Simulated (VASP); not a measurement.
Here is a VASP 6.6.1 calculation.

The input INCAR:

```
SYSTEM = Ag
  ALGO = Normal
  EDIFF = 1E-6
  ENCUT = 520
  GGA = CA
  ICORELEVEL = 1
  ISIF = 2
  ISMEAR = 1
  LASPH = .TRUE.
  LCHARG = .FALSE.
  LMAXMIX = 4
  LREAL = .FALSE.
  LWAVE = .FALSE.
  NBANDS = 12
  NELM = 80
  PREC = Accurate
  SIGMA = 0.1
```

Contents of KPOINTS:

```
k-points
0
G
  16 16 16
  0 0 0
```

POSCAR

```
Ag                                      
1.0
    0.0000000000      2.0011796853      2.0011796853
    2.0011796853      0.0000000000      2.0011796853
    2.0011796853      2.0011796853      0.0000000000
  Ag            
     1
Direct
     0.0000000000000000    0.0000000000000000    0.0000000000000000
```

File KPOINTS_OPT:

```
explicit points
206
Reciprocal
 0.0000000000  0.0000000000  0.0000000000 1
 0.0263157895  0.0000000000  0.0263157895 1
 0.0526315789  0.0000000000  0.0526315789 1
 0.0789473684  0.0000000000  0.0789473684 1
 0.1052631579  0.0000000000  0.1052631579 1
 0.1315789474  0.0000000000  0.1315789474 1
[... 198 lines left out ...]
 0.5000000000  0.2500000000  0.7500000000 1
 0.5000000000  0.0000000000  0.5000000000 1
```

Potentials or basis: VASP PAW LDA potentials, release 64 (Ag).

The run is started by

```bash
$ cat potpaw_LDA.64/Ag/POTCAR > POTCAR
$ mpirun -np 1 vasp_std > vasp.out
```

Task: What does it give for the band gap along the path?

Result: None (metal or under the smearing width).

Task: Estimate the pressure.

Result: 0.0 GPa.

Levels at the corners of the path, in eV from the Fermi level:
| point | band 3 | band 4 | band 5 | band 6 | band 7 | band 8 |
| --- | --- | --- | --- | --- | --- | --- |
| Γ | -4.97 | -4.97 | -3.79 | -3.79 | 16.18 | 20.05 |
| X | -2.93 | -2.66 | -2.66 | 1.53 | 7.26 | 10.91 |
| X | -2.93 | -2.66 | -2.66 | 1.53 | 7.26 | 10.91 |
| W | -5.29 | -3.80 | -2.66 | 6.21 | 6.21 | 7.37 |
| W | -5.29 | -3.80 | -2.66 | 6.21 | 6.21 | 7.37 |
| K | -4.19 | -3.55 | -2.98 | 4.48 | 5.49 | 7.60 |
| K | -4.19 | -3.55 | -2.98 | 4.48 | 5.49 | 7.60 |
| Γ | -4.97 | -4.97 | -3.79 | -3.79 | 16.18 | 20.05 |
| Γ | -4.97 | -4.97 | -3.79 | -3.79 | 16.18 | 20.05 |
| L | -4.99 | -2.89 | -2.89 | -0.56 | 3.97 | 15.44 |
| L | -4.99 | -2.89 | -2.89 | -0.56 | 3.97 | 15.44 |
| U | -4.19 | -3.55 | -2.98 | 4.48 | 5.49 | 7.60 |
| U | -4.19 | -3.55 | -2.98 | 4.48 | 5.49 | 7.60 |
| W | -5.29 | -3.80 | -2.66 | 6.21 | 6.21 | 7.37 |
| W | -5.29 | -3.80 | -2.66 | 6.21 | 6.21 | 7.37 |
| L | -4.99 | -2.89 | -2.89 | -0.56 | 3.97 | 15.44 |
| L | -4.99 | -2.89 | -2.89 | -0.56 | 3.97 | 15.44 |
| K | -4.19 | -3.55 | -2.98 | 4.48 | 5.49 | 7.60 |
| U | -4.19 | -3.55 | -2.98 | 4.48 | 5.49 | 7.60 |
| X | -2.93 | -2.66 | -2.66 | 1.53 | 7.26 | 10.91 |
